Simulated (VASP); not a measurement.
**SnTe (strained wurtzite), PBE single-point calculation: Ansatz's output and VASP's**

```
Sn Te
1.0
     5.45072    0.00000    0.00000
    -2.72536    4.72046    0.00000
     0.00000    0.00000    6.55268
Sn Te
2 2
Cartesian
  0.0000 3.1470 -0.2766
  2.7254 1.5735 2.9998
  0.0000 3.1470 2.7338
  2.7254 1.5735 6.0102
```

Ansatz printed

```
SCF 1 converged in 7 iterations: F = -26009.021065 eV  dr2 = 4.86e-8
  greatest PAW one-centre occupation: 0.998 electrons in one spin orbital (limit 2), on the Te atom at site 3 (counted from 0), in its partial waves of l = 2
NSCF: frozen V_eff on 7 k-points
SCF converged after 7 iterations
Free energy (F): -26009.021065 eV
Harris-Foulkes:  -26009.021064 eV  (|F-HF|=3.14e-7)
Internal energy: -26009.021065 eV  (E = F + TS)
E sigma→0 (E₀):  -26009.021065 eV
Fermi energy:    6.287676 eV
--- Per-component energies (eV) ---
  E_band       = -908.206769
  E_kinetic    = 728.991396
  E_local      = -5775.370278  (includes V_loc(G=0)·N_el)
  E_nonlocal   = -686.392351
  E_hartree    = 3341.284115
  E_xc         = -1013.526795
  E_vxc        = -399.009055  (∫ρ·V_xc dr)
  E_paw        = -17590.125436  (= ΣΔE_a)
  E_vpaw       = -1458.989532  (= ΣTr[D̂ρ^β])
  E_aug_tail   = -0.000380  (compensation charges beyond the density's cutoff)
  E_ewald      = -5013.881336
  E_smearing   = -0.000000  (= −TS)
  E_closure    = -0.000000  (closes the sum)
  Σ components = -26009.021065   (vs F -26009.021065, Δ=0.00e0)
--- Forces (eV/Å), atoms counted from 1 ---
  atom   1  Sn    -0.00000000    -0.00000000    -0.08822798
  atom   2  Sn     0.00000000     0.00000000    -0.08822798
  atom   3  Te    -0.00000000    -0.00000000     0.08822796
  atom   4  Te     0.00000000     0.00000000     0.08822796
  max |Σ_I F_I| component: 3.44e-8 eV/Å
--- Stress (GPa, compression-positive) ---
       -0.295229      -0.000000       0.000000
       -0.000000      -0.295229      -0.000000
        0.000000      -0.000000       0.371815
  P = ⅓ Tr σ = -0.0729 GPa (-0.729 kbar)
--- Band table (eV; the first three rows and the last of 21) ---
  k-point 0: bands = ["-30.7017", "-30.7016", "-30.6967", "-30.6967", "-30.6960", "-30.6960", "-30.6927", "-30.6927", "-30.6926", "-30.6926", "-15.7421", "-15.7421", "-15.7419", "-15.7419", "-15.7313", "-15.7227", "-15.7227", "-15.7211", "-15.7164", "-15.7164", "-5.8441", "-4.6628", "-0.5586", "1.0320", "1.7958", "2.7924", "2.7924", "4.0673", "4.1146", "4.1146", "6.6777", "6.6777", "8.3013", "8.3013", "9.4649"]
  k-point 1: bands = ["-30.7017", "-30.7016", "-30.6966", "-30.6966", "-30.6961", "-30.6961", "-30.6926", "-30.6926", "-30.6926", "-30.6926", "-15.7422", "-15.7422", "-15.7421", "-15.7421", "-15.7297", "-15.7225", "-15.7216", "-15.7216", "-15.7172", "-15.7172", "-5.7033", "-4.8752", "-0.5712", "0.4853", "2.6419", "2.9525", "2.9525", "3.8807", "3.8807", "4.8978", "6.7922", "6.7922", "7.8599", "7.9032", "7.9032"]
  k-point 2: bands = ["-30.7016", "-30.7016", "-30.6964", "-30.6964", "-30.6964", "-30.6964", "-30.6926", "-30.6926", "-30.6926", "-30.6926", "-15.7423", "-15.7423", "-15.7423", "-15.7423", "-15.7260", "-15.7260", "-15.7193", "-15.7193", "-15.7193", "-15.7193", "-5.3246", "-5.3246", "-0.2449", "-0.2449", "3.3796", "3.3796", "3.3796", "3.3796", "4.4680", "4.4680", "7.2305", "7.2305", "7.2305", "7.2305", "7.9199"]
  k-point 20: bands = ["-30.7016", "-30.7016", "-30.6964", "-30.6964", "-30.6964", "-30.6964", "-30.6926", "-30.6926", "-30.6926", "-30.6926", "-15.7429", "-15.7429", "-15.7406", "-15.7406", "-15.7253", "-15.7253", "-15.7197", "-15.7197", "-15.7191", "-15.7191", "-4.9700", "-4.9700", "-1.5269", "-1.5269", "2.4313", "2.4313", "4.4207", "4.4207", "5.9187", "5.9187", "6.8250", "6.8250", "7.3454", "7.3454", "9.7574"]
```

Each program uses its own PAW datasets. VASP's cell holds 40 valence electrons and Ansatz's 60. Ansatz's stress includes a Pulay correction; VASP's doesn't.

Task: What does VASP give for the same cell and level of theory?

Result: gap between bands v and c 0.72 eV; least direct gap 0.91 eV; pressure -0.1 GPa; largest force 0.10 eV/Å.

From OUTCAR

```
k-points           NKPTS =     21   k-points in BZ     NKDIM =     21   number of bands    NBANDS=     28

   NELECT =      40.0000    total number of electrons

   dimension x,y,z NGX =    42 NGY =   42 NGZ =   50
   dimension x,y,z NGXF=    84 NGYF=   84 NGZF=  100

  energy-cutoff  :      520.00
  volume of cell :      168.60
      direct lattice vectors                 reciprocal lattice vectors
     5.450722752  0.000000000  0.000000000     0.183461909  0.105921782  0.000000000
    -2.725361376  4.720464372  0.000000000    -0.000000000  0.211843565  0.000000000
     0.000000000  0.000000000  6.552681969     0.000000000  0.000000000  0.152609268

 k-points in reciprocal lattice and weights: KPOINTS created by Atomic Simulation Env
   0.00000000  0.00000000  0.00000000       0.007
   0.16666667  0.00000000  0.00000000       0.042
   0.33333333  0.00000000  0.00000000       0.042
   0.50000000  0.00000000  0.00000000       0.021
   0.16666667  0.16666667  0.00000000       0.042
   0.33333333  0.16666667  0.00000000       0.083
   0.33333333  0.33333333  0.00000000       0.014
   0.00000000  0.00000000  0.25000000       0.014
   ...

 E-fermi :   4.2567

 k-point     1 :       0.0000    0.0000    0.0000
  band No.  band energies     occupation
      1     -17.7667      2.00000
      2     -17.7667      2.00000
      3     -17.7665      2.00000
      4     -17.7665      2.00000
      5     -17.7550      2.00000
      6     -17.7463      2.00000
      7     -17.7463      2.00000
      8     -17.7453      2.00000
      9     -17.7400      2.00000
     10     -17.7400      2.00000
     11      -7.8697      2.00000
     12      -6.6857      2.00000
     13      -2.5938      2.00000
     14      -0.9943      2.00000
     15      -0.2283      2.00000
     16       0.7641      2.00000
     17       0.7641      2.00000
     18       2.0391      2.00000
     19       2.0877      2.00000
     20       2.0877      2.00000
     21       4.6467      0.00000
     22       4.6467      0.00000
     23       6.2713      0.00000
     24       6.2713      0.00000
     25       7.4343      0.00000
     26       8.0829      0.00000
     27       8.7547      0.00000
     28       8.7547      0.00000

 k-point     2 :       0.1667    0.0000    0.0000
  band No.  band energies     occupation
      1     -17.7676      2.00000
      2     -17.7667      2.00000
      3     -17.7666      2.00000
      4     -17.7659      2.00000
      5     -17.7537      2.00000
      6     -17.7465      2.00000
      7     -17.7462      2.00000
      8     -17.7453      2.00000
      9     -17.7403      2.00000
     10     -17.7398      2.00000
     11      -7.7713      2.00000
     12      -6.6887      2.00000
     13      -2.8095      2.00000
     14      -1.4511      2.00000
     15      -0.2973      2.00000
     16       0.5967      2.00000
     17       1.2438      2.00000
     18       1.7946      2.00000
     19       1.9972      2.00000
     20       2.5547      2.00000
     21       4.6388      0.00000
     22       5.0249      0.00000
     23       6.2854      0.00000
     24       6.6947      0.00000
     25       7.4622      0.00000
     26       8.5201      0.00000
     27       8.5244      0.00000
     28       9.0345      0.00000

 k-point     3 :       0.3333    0.0000    0.0000
  band No.  band energies     occupation
      1     -17.7687      2.00000
      2     -17.7670      2.00000
      3     -17.7664      2.00000
      4     -17.7650      2.00000
      5     -17.7511      2.00000
      6     -17.7469      2.00000
      7     -17.7464      2.00000
      8     -17.7453      2.00000
      9     -17.7411      2.00000
     10     -17.7395      2.00000
     11      -7.5165      2.00000
     12      -6.7545      2.00000
     13      -3.1157      2.00000
     14      -2.2269      2.00000
     15      -0.1334      2.00000
     16       0.3267      2.00000
     17       1.2625      2.00000
     18       1.7880      2.00000
     19       1.8112      2.00000
     20       3.1821      2.00000
     21       5.1044      0.00000
     22       5.9037      0.00000
     23       6.6463      0.00000
     24       7.5674      0.00000
     25       7.6418      0.00000
     26       8.2972      0.00000
     27       8.4150      0.00000
     28       9.1016      0.00000

 ...

  Total       -0.3293141     -0.3293141      0.3987215      0.0000000      0.0000000      0.0000000
  in kB       -3.1294138     -3.1294138      3.7889799      0.0000000      0.0000000      0.0000000
  external PRESSURE =      -0.8232826 kB  Pullay stress =       0.0000000 kB

 POSITION                                       TOTAL-FORCE (eV/Angst)
 -----------------------------------------------------------------------------------
     -0.00000      3.14698      6.27612        -0.000000      0.000000     -0.095266
      2.72536      1.57349      2.99978         0.000000     -0.000000     -0.095266
     -0.00000      3.14698      2.73382        -0.000000     -0.000000      0.095266
      2.72536      1.57349      6.01016         0.000000      0.000000      0.095266
 -----------------------------------------------------------------------------------
    total drift:                                0.000000      0.000000      0.000103

  FREE ENERGIE OF THE ION-ELECTRON SYSTEM (eV)
  ---------------------------------------------------
  free  energy   TOTEN  =       -14.6563062157 eV

  energy  without entropy=      -14.6563062153  energy(sigma->0) =      -14.65630622
```
